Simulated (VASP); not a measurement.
KCl (Sylvite), 2 atoms in the cell. Symmetry: Fm-3m, No. 225, cubic system. The conventional cell has a = 6.167 Å, b = 6.167 Å, c = 6.167 Å, α = 90.00°, β = 90.00°, γ = 90.00°. K (site symmetry m-3m) has 6 Cl at 3.08 Å as nearest neighbours. Cl (site symmetry m-3m) is surrounded by 6 K at 3.08 Å.  The cell isn't the ideal one: a relaxed cell with its volume scaled by 1.04.

```yaml
Program: VASP 6.6.1
Task: relaxation of the atoms
Functional: LDA
Potentials_or_basis: VASP PAW LDA potentials, release 64 (K_sv, Cl)
Cutoff: 600 eV
k_mesh: 8 × 8 × 8
Occupations: gaussian, width 0.03 eV
Spin: no spin polarisation
Further_INCAR_settings: ALGO = Fast; EDIFF = 1e-07; IBRION = 2; EDIFFG = -0.01; NSW = 40
```

Potentials or basis: VASP PAW LDA potentials, release 64 (K_sv, Cl).

Launch:

```sh
$ cat potpaw_LDA.64/K_sv/POTCAR potpaw_LDA.64/Cl/POTCAR > POTCAR
$ mpirun -np 1 vasp_std > vasp.out
```

Hardware: 1 thread of Intel(R) Xeon(R) Platinum 8488C (Sapphire Rapids), on a shared host.

How long does it take, and how much memory?

Wall time 19 s on 1 thread of Intel(R) Xeon(R) Platinum 8488C (Sapphire Rapids) (shared host), peak memory 0.18 GiB. Counts: scf iterations 20, k points 29, ion steps 1.
